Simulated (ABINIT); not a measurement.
The system is ZrS2.

```
Zr S
1.0
     3.69138    0.00000    0.00000
    -1.84569    3.19683    0.00000
     0.00000    0.00000    6.04108
Zr S
1 2
Direct
  0.00000 0.00000 0.00000
  0.33333 0.66667 0.23791
  0.66667 0.33333 0.76209
```

The cell is a database's computed one.

Base run:

* Program: ABINIT 10.8.3 (patched build)
* Functional: PW91
* Potentials or basis: JTH PAW PBE v2.0
* Cutoff: 544 eV
* k mesh: 8 × 8 × 5
* Occupations: fermi-dirac, width 0.05 eV
* Spin: no spin polarisation

Its results: band gap on the k mesh 1.05 eV, indirect (least direct gap 1.63 eV); pressure 0.2 GPa; largest force 0.020 eV/Å.

Q: The run is repeated on the same cell with these changes: functional from PW91 to RPBE. What comes out?

A: Band gap on the k mesh 1.11 eV, indirect (least direct gap 1.68 eV); pressure 2.4 GPa; largest force 0.108 eV/Å.

RPBE binds less tightly than PW91, so the same cell stands under more pressure.

Caveats: the PAW data sets were made with another functional, which shifts forces and pressure a little; this functional lacks dispersion, which binds the layers, so the pressure and a relaxed spacing across them are unreliable.
